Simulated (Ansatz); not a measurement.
Crystal: TiO.

```
Ti O
1.0
     3.03100    0.00000    0.00000
    -1.51550    2.62492    0.00000
     0.00000    0.00000    3.23770
Ti O
1 1
Direct
  0.66667 0.33333 0.00000
  0.00000 0.00000 0.50000
```

| Property | Result |
| --- | --- |
| Program | Ansatz 0.2.0 |
| Task | relaxation of cell and atoms |
| Functional | PBEsol0 |
| Potentials or basis | Ansatz PAW |
| Cutoff | 420 eV (not typed: the program's choice for these potentials) |
| k mesh | 5 × 5 × 4 |
| Occupations | fermi-dirac, width 0.05 eV |
| Spin | no spin polarisation |

At the start: volume 12.88 Å³/atom.

Q: How do energy, volume and symmetry change on relaxing?

A: It ends after 10 steps and the volume is 9.22 Å³/atom (-28.5 %); space group P-6m2 (No. 187, to 0.05 Å).

The path:
```csv
step,energy change (eV),largest force (eV/Å),volume (Å³)
1,0.0000,0.0000,25.76
2,-0.7754,0.0000,23.03
3,-1.3206,0.0000,20.50
4,-1.5027,0.0000,18.15
5,-1.5061,0.0000,18.53
6,-1.5065,0.0000,18.46
7,-1.5065,0.0000,18.46
8,-1.5012,0.0000,18.46
9,-1.5013,0.0000,18.43
10,-1.5012,0.0000,18.43
```

Final structure:
```
CELL_PARAMETERS angstrom
2.76688 0.00000 0.00000
-1.38344 2.39619 0.00000
0.00000 0.00000 2.77982
ATOMIC_POSITIONS crystal
Ti 0.66667 0.33333 0.00000
O 0.00000 0.00000 0.50000
```

Caveat: the k mesh is coarse (spacing up to 0.49 Å⁻¹), so the values aren't converged, least of all with exact exchange; the volume moved by over 15 % at a fixed basis, so the end points are rough; the plane-wave basis is chosen anew once the cell has moved, so the energies of steps on either side of that aren't comparable; the pressure holds a Pulay correction of +0.5 GPa for the finite cutoff; the volume moved by -28 % from the deposited cell, more than functionals usually miss; the PAW data sets come from PBE, with cores solved anew for the run's functional, which leaves a small shift of forces and pressure.
